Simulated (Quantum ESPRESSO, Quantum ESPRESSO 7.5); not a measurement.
# Lattice constant of LiBaF₃: a first-year notebook on relaxing a cubic cell

*A first attempt by someone new to these calculations. It holds errors of set-up and of interpretation; a review follows at the end.*

## What was measured

LiBaF₃ is a cubic crystal of the perovskite type, so one number, the cube edge a, fixes the size of the whole cell. The value I want to reproduce is a = 3.996 Å, from a printed reference work on lattice constants of perovskite-type compounds. It is a compiled value. The method behind it is not given with the value, and neither is the temperature, so I don't know what kind of measurement it goes back to. The compound is called an inverse perovskite, with Li on the octahedral site. As far as I understand it, this means that the small Li sits in the middle of six F atoms and the big Ba takes the roomier place.

| compared with | measured | source's wording or label | method |
| --- | --- | --- | --- |
| a (Å) | 3.996 | cubic cell edge | compiled value, method not stated |

Conditions are those given with the value in the passage it was taken from; "not stated" means there, and the paper may say more elsewhere. The values are a selection: others may have been left out beforehand as unlike or outlying.

## Approach

I want to calculate a for LiBaF₃ and get within 0.01 Å of the printed value. I chose 0.01 Å because it sounds accurate; I have no better reason. The model is the primitive cell with 5 atoms, repeated in all directions.

I start from the Materials Project structure with a = 3.989 Å. That cell was itself relaxed by a calculation, so it isn't a second measurement, but it is already close and I take that as a good sign. I'll let Quantum ESPRESSO relax the cell and the atoms with PBEsol, which I have read is good for solids. Then I compare a with the book. If it is off, I'll change settings until it fits.

System: LiBaF3, cubic perovskite type; Pm-3m (No. 221), 5 atoms in the primitive cell; the database structure is a structure relaxed by earlier theory (a GGA or r2SCAN, not named), not a measurement: a = 3.989 Å; structure from the Materials Project.

On the selection of runs and values: Further runs on this system are not shown.

## 1. Settings from the silicon tutorial

The tutorial I learned on relaxes silicon with a cutoff of 30 Ry and a density cutoff four times as large, on a 4×4×4 k mesh. It worked well there, so I keep those numbers and only swap in the new atoms and their GBRV potentials. A cutoff seems to me a matter of the program, not of the substance. I expect a to come out near 4.00 Å.

**Run 1.** Quantum ESPRESSO 7.5: PBEsol, GBRV ultrasoft potentials, cell and atoms relaxed from the database structure, cutoff 30 Ry (density 120 Ry), 4x4x4 k mesh, Gaussian smearing 0.02 eV.

Key lines of the input:
```
! potential files: GBRV ultrasoft potentials, made for PBEsol
&control
  calculation = 'vc-relax'
  forc_conv_thr = 2.0d-4
  etot_conv_thr = 1.0d-5
  nstep = 60
/
&system
  nat = 5
  ntyp = 3
  ecutwfc = 30
  ecutrho = 120
  nbnd = 23
  occupations = 'smearing'
  smearing = 'gaussian'
  degauss = 0.00147
/
&electrons
  conv_thr = 1.0d-8
  electron_maxstep = 100
  mixing_beta = 0.4
/
&ions
/
&cell
  press_conv_thr = 0.5
/
ATOMIC_SPECIES
  Ba 137.327 Ba.upf
  Li 6.940 Li.upf
  F 18.998 F.upf
[... cell and positions ...]
K_POINTS automatic
  4 4 4 0 0 0
```

Command:
```
OMP_NUM_THREADS=1 mpirun -n 4 pw.x -nk 4 -in relax.in > relax.out
```

Selected lines of the output:
```
          total   stress  (Ry/bohr**3)                   (kbar)     P=       -0.04
     bfgs converged in   4 scf cycles and   3 bfgs steps
     new unit-cell volume =    390.06127 a.u.^3 (    57.80112 Ang^3 )
          total   stress  (Ry/bohr**3)                   (kbar)     P=      -53.32
```

Converged; 7.5 s on 4 cores of Arm Neoverse V2, shared host.

| quantity | run 1 | measured | deviation |
| --- | --- | --- | --- |
| a (Å) | 3.866 | 3.996 | −0.130 (−3.2 %) |
| conventional cell volume (Å³) | 57.80 |  |  |
| final pressure (GPa) | −5.332 |  |  |

a = 3.866 Å, which is 0.130 Å too short. I had expected about 4.00 Å. The run says it converged after 3 BFGS steps, and the pressure there is −0.04 kbar, so the relaxation itself must be fine. Further down there is a second pressure for the same volume, −53.32 kbar. I don't know why there are two. I'm going with the first, because it is nearly zero and that is what a relaxed cell should have.

My guess is that the program went downhill from the database cell and got stuck in a hollow on the small side.

## 2. Starting from a bigger cell

If the cell slides inwards, I should start it further out, so that it comes to rest near the book value on its way down. I'll make the lattice vectors 4 % longer than in the database. Three steps were enough last time, so I set three as the limit. I also found an input for an oxide with the same kind of potentials, which has 45 Ry and 360 Ry for the two cutoffs, and I copy those as well. I expect a to end up close to 4.00 Å this time.

**Run 2.** Quantum ESPRESSO 7.5: PBEsol, GBRV ultrasoft potentials, cell and atoms relaxed from the database structure, cutoff 45 Ry (density 360 Ry), 4x4x4 k mesh, Gaussian smearing 0.02 eV; started from lattice vectors 1.04 times the database's, at most 3 ionic steps.

Key lines of the input, as changed from run 1:
```diff
  &control
-   forc_conv_thr = 2.0d-4
-   etot_conv_thr = 1.0d-5
-   nstep = 60
+   nstep = 3
  &system
-   ecutwfc = 30
-   ecutrho = 120
+   ecutwfc = 45
+   ecutrho = 360
- [... cell and positions ...]
+ CELL_PARAMETERS angstrom
+   4.14812491 0.00000000 0.00000000
+   0.00000000 4.14812491 0.00000000
+   0.00000000 0.00000000 4.14812491
+ [... positions ...]
```

Selected lines of the output:
```
     kinetic-energy cutoff     =      45.0000  Ry
     number of k points=    10  Gaussian smearing, width (Ry)=  0.0015
     new unit-cell volume =    463.38628 a.u.^3 (    68.66676 Ang^3 )
          total   stress  (Ry/bohr**3)                   (kbar)     P=      -58.48
     new unit-cell volume =    436.83365 a.u.^3 (    64.73207 Ang^3 )
     estimated scf accuracy    <          3.1E-09 Ry
     estimated scf accuracy    <          2.0E-09 Ry
     estimated scf accuracy    <          1.0E-11 Ry
          total   stress  (Ry/bohr**3)                   (kbar)     P=      -24.67
     The maximum number of steps has been reached.
     new unit-cell volume =    419.30827 a.u.^3 (    62.13508 Ang^3 )
```

Not converged; 15 s, same machine.

The run used up its three steps and stopped with "The maximum number of steps has been reached", so there is no final a to put in my table. The volume went from 68.67 to 64.73 and then to 62.14 Å³. That is still well above the 57.80 Å³ of the first run, and I take it to mean that the answer depends on where I start. The pressure was −24.67 kbar at the last step that has one. I read the minus sign as the cell being pulled inwards, which fits with it shrinking every time.

## 3. Holding the cell still

Both times the trouble came from the cell moving. There is another kind of relaxation in which only the atoms move and the cell stays as it is. I'll use that with the database cell, keep the 45 Ry, and go back to the longer step limit so that it can finish. The database edge of 3.989 Å is only 0.007 Å from the book, so if the atoms settle down in it, I should have my lattice constant within 0.01 Å.

**Run 3.** Quantum ESPRESSO 7.5: PBEsol, GBRV ultrasoft potentials, atoms relaxed in the database cell, cutoff 45 Ry (density 360 Ry), 4x4x4 k mesh, Gaussian smearing 0.02 eV.

Key lines of the input, as changed from run 1:
```diff
  &control
-   calculation = 'vc-relax'
+   calculation = 'relax'
  &system
-   ecutwfc = 30
-   ecutrho = 120
+   ecutwfc = 45
+   ecutrho = 360
- &cell
-   press_conv_thr = 0.5
- /
```

Selected lines of the output:
```
     bfgs converged in   1 scf cycles and   0 bfgs steps
```

Converged; 5 s, same machine.

It converged with 0 BFGS steps, so nothing moved. At first I wrote 3.989 Å into my results table, and then I crossed it out. That is the edge I typed in myself, and with the cell held still it would have come back whatever I had typed. This run tells me nothing about the lattice constant. The cell has to be free to move after all.

## 4. Free cell, one k point

I go back to relaxing cell and atoms together from the database structure, with 45 Ry and the long step limit. I also looked up what the k mesh is for. My notes say that metals need many k points, and LiBaF₃ is a salt, not a metal. An example for a molecule uses just one point, 1×1×1, so I take that here too. With less for the program to juggle, I expect the cell to settle properly, somewhere near 4.00 Å.

**Run 4.** Quantum ESPRESSO 7.5: PBEsol, GBRV ultrasoft potentials, cell and atoms relaxed from the database structure, cutoff 45 Ry (density 360 Ry), 1x1x1 k mesh, Gaussian smearing 0.02 eV.

Key lines of the input, as changed from run 1:
```diff
  &control
-   nstep = 60
+   nstep = 30
  &system
-   ecutwfc = 30
-   ecutrho = 120
+   ecutwfc = 45
+   ecutrho = 360
  &electrons
-   electron_maxstep = 100
-   mixing_beta = 0.4
+   electron_maxstep = 60
  K_POINTS automatic
-   4 4 4 0 0 0
+   1 1 1 0 0 0
```

Command:
```
OMP_NUM_THREADS=1 mpirun -n 4 pw.x -nk 1 -in relax.in > relax.out
```

Selected lines of the output:
```
     number of k points=     1  Gaussian smearing, width (Ry)=  0.0015
          total   stress  (Ry/bohr**3)                   (kbar)     P=        0.04
     bfgs converged in   5 scf cycles and   4 bfgs steps
     new unit-cell volume =    509.15406 a.u.^3 (    75.44885 Ang^3 )
          total   stress  (Ry/bohr**3)                   (kbar)     P=        4.30
```

Converged; 15 s, same machine.

| quantity | run 4 | measured | deviation |
| --- | --- | --- | --- |
| a (Å) | 4.226 | 3.996 | +0.230 (+5.7 %) |
| conventional cell volume (Å³) | 75.45 |  |  |
| final pressure (GPa) | 0.430 |  |  |

Now a = 4.226 Å, which is 0.230 Å too long. The first run was too short, and this one misses by even more on the other side. I first thought of averaging the two, but I can't give any reason why that should be right.

Then I looked back at the run from the stretched cell, which had the same 45 Ry and 360 Ry. There the cell was still shrinking at 68.67 Å³, with −58.48 kbar. With one k point it grew to 75.45 Å³ and came to rest there. So the k points do matter for this salt, and my note about metals was not enough to go by. The example with one point was for a single molecule in a big empty box, and my crystal is not that.

## 5. Back to the 4×4×4 mesh

I put the 4×4×4 mesh back, keep 45 Ry and 360 Ry, and start from the database cell with enough steps to finish. The stretched run was cut off while it was still shrinking, so this should show where the cell stops with these settings. I still hope for something near 4.00 Å, but I have hoped for that every time, so I'll write down whatever comes out.

**Run 5.** Quantum ESPRESSO 7.5: PBEsol, GBRV ultrasoft potentials, cell and atoms relaxed from the database structure, cutoff 45 Ry (density 360 Ry), 4x4x4 k mesh, Gaussian smearing 0.02 eV.

Key lines of the input, as changed from run 1:
```diff
  &system
-   ecutwfc = 30
-   ecutrho = 120
+   ecutwfc = 45
+   ecutrho = 360
```

Selected lines of the output:
```
          total   stress  (Ry/bohr**3)                   (kbar)     P=       -0.00
     new unit-cell volume =    422.14320 a.u.^3 (    62.55517 Ang^3 )
          total   stress  (Ry/bohr**3)                   (kbar)     P=       -0.06
```

Converged; 22 s, same machine.

| quantity | run 5 | measured | deviation |
| --- | --- | --- | --- |
| a (Å) | 3.970 | 3.996 | −0.026 (−0.7 %) |
| conventional cell volume (Å³) | 62.56 |  |  |
| final pressure (GPa) | −0.006 |  |  |

The cell came to rest at a = 3.970 Å. That is 0.026 Å short of the book value, so it misses my 0.01 Å, but it is much closer than the other two edges I got.

I laid this input beside my first one, and only the two cutoffs are different. With the silicon numbers the edge was 3.866 Å, so the cutoff is not just a matter of the program, as I had written at the start. The hollow on the small side was my invention. The stretched cell was also heading for about this size: its last volume was 62.14 Å³, and here it is 62.56 Å³.

The second pressure has changed too. It was −53.32 kbar in the first run and is −0.06 kbar now. I had ignored it then because I liked the other one better. I still can't explain properly why there are two, but a big difference between them looks like something I should have asked about.

I don't know where the remaining 0.026 Å comes from. My first thought was that the book is wrong, but I have nothing to back that up. I'm writing down 3.970 Å as a miss.

## All runs against the measurement

| run | settings | a (Å) | deviation | cost | status |
| --- | --- | --- | --- | --- | --- |
| 1 | PBEsol, cell and atoms relaxed from the database structure, cutoff 30 Ry (density 120 Ry), 4x4x4 k mesh | 3.866 | −0.130 (−3.2 %) | under 1 core-min |  |
| 2 | PBEsol, cutoff 45 Ry (density 360 Ry), 4x4x4 k mesh, started from lattice vectors 1.04 times the database's, at most 3 ionic steps | – |  | 61 core-s | not converged |
| 3 | PBEsol, atoms relaxed in the database cell, cutoff 45 Ry (density 360 Ry), 4x4x4 k mesh | – |  | under 1 core-min |  |
| 4 | PBEsol, cell and atoms relaxed from the database structure, cutoff 45 Ry (density 360 Ry), 1x1x1 k mesh | 4.226 | +0.230 (+5.7 %) | under 1 core-min |  |
| 5 | PBEsol, cell and atoms relaxed from the database structure, cutoff 45 Ry (density 360 Ry), 4x4x4 k mesh | 3.970 | −0.026 (−0.7 %) | 86 core-s |  |
|  | measured | 3.996 |  |  |  |

## Closing entry

I stop here with a = 3.970 Å against 3.996 Å in the book. By my own limit of 0.01 Å that is a miss, and I haven't found out why.

Of my five runs, only the last gives a number I would show to anyone. The first had a cutoff taken from silicon, and the one with a single k point used a mesh meant for a molecule. Both said "converged", and I believed that this meant the lattice constant was right. Now I think it only means that the program had finished with the settings I gave it.

I can't say whether PBEsol is good or bad for LiBaF₃. I don't know if 45 Ry is enough, or if the 4×4×4 mesh is; I kept them because the result came out closer to the book, and that is a poor reason. I also don't know at what temperature the book value holds, or whether that matters for 0.026 Å. Before I touch another setting I want to ask someone what the second pressure at the end of the output is for.

## An expert's review

Further runs made for the review:

| reviewer's run | settings | a (Å) | deviation | cost |
| --- | --- | --- | --- | --- |
| R1 | PBEsol, GBRV ultrasoft potentials, cell and atoms relaxed from the database structure, cutoff 61 Ry (density 488 Ry), 4x4x4 k mesh | 3.970 | −0.026 (−0.7 %) | 2.6 core-min |
| R2 | PBEsol, PseudoDojo norm-conserving potentials, cell and atoms relaxed from the database structure, cutoff 84 Ry, 4x4x4 k mesh | 3.963 | −0.033 (−0.8 %) | 1.7 core-min |
| R3 | LDA, GBRV ultrasoft potentials, cell and atoms relaxed from the database structure, cutoff 45 Ry (density 360 Ry), 4x4x4 k mesh | 3.902 | −0.094 (−2.4 %) | 84 core-s |
|  | measured | 3.996 |  |  |

The notebook rightly says that the database cell is a calculation, but its closeness to the book value promises nothing about new runs. Changing settings "until it fits" is the wrong plan, because settings should be tested until the result stops moving, whatever the measurement says.

In run 1, a cutoff does depend on the elements and their potentials, and ultrasoft potentials usually need a density cutoff well above four times the other. The warning was the second pressure, −53.32 kbar. The relaxation keeps the plane waves chosen for the starting cell, and the last calculation chooses them afresh for the final one. A large gap means that the basis is too small or the cell has moved far. Run 5 changes only the two cutoffs and lengthens the edge by about 0.10 Å, for about a minute more of core time.

Run 2 tried to steer the cell to the book value by its starting point. It was stopped after three steps while still shrinking, so it couldn't show that the answer depends on the start. The obvious remedy was a longer step limit. The minus sign of the pressure was read correctly.

Run 3 blamed the moving cell, when the causes were the cutoffs and the step limit. Holding the cell fixed can only return the edge typed in, as the beginner saw before recording it.

In run 4, an insulator needs fewer k points than a metal, but a five-atom cell still needs a mesh. Run 5 restores it and brings the edge from 4.226 to 3.970 Å, for 22 s instead of 15 s. The second pressure, 4.30 kbar, was again passed over. The step limit was also 30, not the earlier 60, and two electronic settings changed unmentioned; the run converged regardless.

Run 5 is sound, and its comparison with run 1 is exemplary. The copied 45 Ry still needed a test: my R1, at 61 Ry, gives the same 3.970 Å for 2.6 core-minutes. For a wide-gap salt like this, a 4×4×4 mesh is normally adequate too, though a test with a denser mesh is not shown in this report.

The 0.01 Å target was arbitrary and is too strict here. Changing to norm-conserving potentials (R2, 3.963 Å) already uses up 0.007 Å of it, and the calculations leave out thermal expansion and zero-point motion. Neither method nor temperature is given with the book value. I would guess X-ray diffraction at room temperature, in which case both effects lengthen the measured edge, together by very roughly 0.02 Å.

PBEsol therefore describes this lattice constant well, falling short by 0.7 % in run 5 and R1 and by 0.8 % in R2. LDA, with the same program and cutoffs (R3), gives 3.902 Å, which is clearly worse. Temperature and zero-point motion may explain much of the remaining 0.026 Å, but that is not shown in this report, and how the rest divides between the functional and the measurement stays open. The miss alone is no reason to call the book wrong.

[Logs are printed without paths, hosts, clocks, repeated set-up lines and the standing remarks that a program may print on its own settings, such as how far it seeks lower states.]

[The runs shown are a pick from a larger set of finished runs; failed, doubtful and other runs were left out of it ahead of writing. So were measured values far from every level or from commonly accepted values, and agreement can look better than it is. Lines of input and output are excerpts and may be shortened.]
